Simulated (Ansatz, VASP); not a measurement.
**Two plane-wave programs on KCl (Sylvite)**

The input INCAR:

```
PREC = Accurate
ENCUT = 520
EDIFF = 1E-7
ISMEAR = -1
SIGMA = 0.05
LREAL = False
LASPH = True
NELM = 100
ALGO = Normal
ISIF = 2
LWAVE = False
LCHARG = False
GGA = PS
NBANDS = 15
```

KPOINTS

```
regular mesh
0
Gamma
  7 7 7
```

Contents of POSCAR:

```
KCl
1.0
    0.0000000000      3.0822383035      3.0822383035
    3.0822383035      0.0000000000      3.0822383035
    3.0822383035      3.0822383035      0.0000000000
K Cl
1 1
Direct
    0.0000000000      0.0000000000      0.0000000000
    0.5000000000      0.5000000000      0.5000000000
```

File input.yaml:

```yaml
crystal:
  lattice:
    - [0.0, 3.0822383035, 3.0822383035]
    - [3.0822383035, 0.0, 3.0822383035]
    - [3.0822383035, 3.0822383035, 0.0]
  atoms:
    - { symbol: K, position: [0.0, 0.0, 0.0] }
    - { symbol: Cl, position: [0.5, 0.5, 0.5] }
hamiltonian:
  xc: pbesol
  pseudopotentials: { kind: paw }
kpoints:
  mp_grid: { grid: [7, 7, 7] }
scf:
  occupations: { method: fermi_dirac, width: 0.05 }
output:
  forces: true
  stress: true
  eigenvalues: true
```

Change from the starting cell: volume scaled by 0.94.

Alike in both runs: task single point; functional PBEsol; k mesh 7 × 7 × 7; occupations fermi-dirac, width 0.05 eV; no spin polarisation.

|  | VASP | Ansatz |
| --- | --- | --- |
| version | VASP 6.6.1 | Ansatz 0.2.0 |
| potentials or method | VASP PAW PBE potentials, release 64 (K_sv, Cl) | Ansatz PAW |
| plane-wave cutoff (eV) | 520 | 420 |
| valence electrons in the cell | 16 | 16 |

|  | VASP | Ansatz | Ansatz less VASP |
| --- | --- | --- | --- |
| gap on the k mesh at the Fermi level (eV) | 5.23 | 5.23 | +0.005 |
| least direct gap on the mesh (eV) | 5.23 | 5.23 | +0.005 |
| pressure (GPa) | 0.8 | 0.8 | -0.06 |

Caveats: the PAW data sets were made with another functional, which shifts forces and pressure a little (VASP); odd divisions of the mesh miss points on the zone boundary, where band edges often lie, so the gap on the mesh can be too wide (Ansatz); the PAW data sets come from PBE, with cores solved anew for the run's functional, which leaves a small shift of forces and pressure (Ansatz).
